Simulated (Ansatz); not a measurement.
**FeO (Wuestite) in Ansatz: the effect of starting spin order**

The system is FeO (Wuestite).

```
CELL_PARAMETERS angstrom
0.00000 2.15540 2.15540
2.15540 0.00000 2.15540
2.15540 2.15540 0.00000
ATOMIC_POSITIONS crystal
Fe 0.00000 0.00000 0.00000
O 0.50000 0.50000 0.50000
```

Alike in all runs:

```yaml
Program: Ansatz 0.2.0
Task: single point
Functional: PBE
Potentials_or_basis: Ansatz PAW
Cutoff: "420 eV (not typed: the program's choice for these potentials)"
k_mesh: 11 × 11 × 11
Occupations: fermi-dirac, width 0.05 eV
```

| starting spin order | spin | starting moments | energy over the lowest run (meV/atom) | pressure (GPa) | final net moment (μB) | final largest site moment (μB) |
| --- | --- | --- | --- | --- | --- | --- |
| spin off | no spin polarisation | - | ? | ? | ? | ? |
| fm | collinear spin, ferromagnetic start | [3.0, 0.0] μB | 0.0 | -0.2 | 4.00 | 3.45 |
| random | collinear spin, random start | [-2.68, 0.0] μB | 0.0 | -0.2 | -4.00 | 3.45 |

What does the run with starting spin order spin off give?

Energy over the lowest run 716.7 meV/atom; pressure -25.7 GPa; final net moment 0.00 μB; final largest site moment 0.00 μB.

Caveats: a cell with one magnetic atom can't hold antiferromagnetic order, which such compounds often take (some runs).
